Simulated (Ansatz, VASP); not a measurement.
# Se in VASP and in Ansatz

Contents of INCAR:

```
SYSTEM = Se
ALGO     = Normal         ! electronic algorithm
EDIFF    = 1E-8           ! SCF threshold, eV
ENCUT    = 520            ! plane-wave cutoff, eV
GGA      = PS             ! functional
ISIF     = 2              ! what is computed and relaxed
ISMEAR   = -1             ! smearing method
LASPH    = .True.         ! aspherical terms in the spheres
LCHARG   = .False.        ! write CHGCAR
LEFG     = .True.       
LREAL    = .False.        ! projectors in reciprocal space
LWAVE    = .False.        ! write WAVECAR
NBANDS   = 16             ! bands
NELM     = 100            ! most SCF steps
PREC     = Accurate       ! precision mode
SIGMA    = 0.02           ! smearing width, eV
```

KPOINTS

```
k-points
0
Gamma
  8 8 6
  0 0 0
```

POSCAR

```
Se
1.0
    4.3551696776      0.0000000000      0.0000000000
   -2.1775848388      3.7716875786      0.0000000000
    0.0000000000      0.0000000000      5.0484390000
Se
3
Direct
    0.2170000000      0.0000000000      0.1666666667
    0.0000000000      0.2170000000      0.8333333333
    0.7830000000      0.7830000000      0.5000000000
```

Input for Ansatz:

```yaml
crystal:
  lattice:
    - [4.3551696776, 0.0, 0.0]
    - [-2.1775848388, 3.7716875786, 0.0]
    - [0.0, 0.0, 5.048439]
  atoms:
    - { symbol: Se, position: [0.217, 0.0, 0.1666666667] }
    - { symbol: Se, position: [0.0, 0.217, 0.8333333333] }
    - { symbol: Se, position: [0.783, 0.783, 0.5] }
kpoints:
  mp_grid: { grid: [8, 8, 6] }
scf:
  occupations: { method: fermi_dirac, width: 0.02 }
hamiltonian:
  xc: pbesol
  pseudopotentials: { kind: all_electron, datasets: crystal }
output:
  forces: true
  stress: true
  eigenvalues: true
  efg: { contact_densities: true }
```

Change from the starting cell: zz strain of +2 %, crystal datasets.

Alike in both runs: task electric field gradients; functional PBEsol; k mesh 8 × 8 × 6; occupations fermi-dirac, width 0.02 eV; no spin polarisation.

```csv
,VASP,Ansatz
version,VASP 6.6.1,Ansatz 0.2.0
potentials or method,"VASP PAW PBE potentials, release 64 (Se)","all-electron PAW with datasets made for the crystal, scalar-relativistic"
plane-wave cutoff (eV),520,see its input
```

Ansatz gave:

* gap on the k mesh at the Fermi level (eV): 0.94
* pressure (GPa): 1.1
* largest component of the traceless stress (GPa): 0.47
* rms of the force components (eV/Å): 0.416
* Vzz of the field gradient on the site that differs most (V/Å²): -506.1

Question: Estimate VASP's values.

Answer: gap on the k mesh at the Fermi level (eV): 0.92; pressure (GPa): 1.4; largest component of the traceless stress (GPa): 0.58; rms of the force components (eV/Å): 0.448; Vzz of the field gradient on the site that differs most (V/Å²): -483.1.

Atom by atom the forces differ by 0.032 eV/Å (rms over components). Ansatz ran all-electron here, so the differences hold the error of VASP's frozen core and of both bases.

Caveats: the PAW data sets were made with another functional, which shifts forces and pressure a little (VASP). A k mesh can miss the band edges.
